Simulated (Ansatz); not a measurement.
**Tl: band structure with revPBE**

The system is Tl.

```
Tl
1.0
     3.45600    0.00000    0.00000
    -1.72800    2.99298    0.00000
     0.00000    0.00000    5.52500
Tl
2
Direct
  0.66667 0.33333 0.75000
  0.33333 0.66667 0.25000
```

| Quantity | Value |
| --- | --- |
| Program | Ansatz 0.2.0 |
| Task | band structure |
| Functional | revPBE |
| Potentials or basis | all-electron LAPW, scalar-relativistic |
| Cutoff | 167 eV (chosen from the basis error) |
| Basis error allowed | 0.001 eV/atom |
| k mesh | 9 × 9 × 5 |
| Occupations | fermi-dirac, width 0.05 eV |
| Spin | no spin polarisation |

```json
{
  "Pressure": "4.8 GPa",
  "Band gap along the path": "none (metal or under the smearing width)"
}
```

Stress tensor (GPa, compression positive):
```
4.36 0.00 0.00
0.00 4.36 0.00
0.00 0.00 5.77
```

Levels at the corners of the path, in eV from the Fermi level:
| point | band 31 | band 32 | band 33 | band 34 | band 35 | band 36 | band 37 | band 38 | band 39 | band 40 |
| --- | --- | --- | --- | --- | --- | --- | --- | --- | --- | --- |
| Γ | -11.15 | -11.15 | -10.03 | -5.09 | -2.83 | 8.01 | 8.01 | 10.08 | 10.08 | 10.28 |
| M | -11.10 | -11.10 | -5.76 | -4.67 | -0.67 | 0.53 | 1.36 | 3.80 | 3.90 | 8.16 |
| K | -11.19 | -11.14 | -4.58 | -4.58 | -1.30 | 1.79 | 1.79 | 2.82 | 3.15 | 3.15 |
| Γ | -11.15 | -11.15 | -10.03 | -5.09 | -2.83 | 8.01 | 8.01 | 10.08 | 10.08 | 10.28 |
| A | -11.26 | -11.26 | -8.59 | -8.59 | 3.37 | 3.37 | 8.99 | 8.99 | 8.99 | 8.99 |
| L | -11.12 | -11.12 | -4.70 | -4.70 | -2.26 | -2.26 | 5.58 | 5.58 | 6.18 | 6.18 |
| H | -11.14 | -11.14 | -4.05 | -4.05 | -0.90 | -0.90 | 0.22 | 0.22 | 7.69 | 7.69 |
| A | -11.26 | -11.26 | -8.59 | -8.59 | 3.37 | 3.37 | 8.99 | 8.99 | 8.99 | 8.99 |

Run time: 18 s on 1 thread of Arm Neoverse V1, with other jobs on the host, peak memory 0.31 GiB.

Caveat: spin-orbit coupling is left out, which moves the levels of the heavy elements.
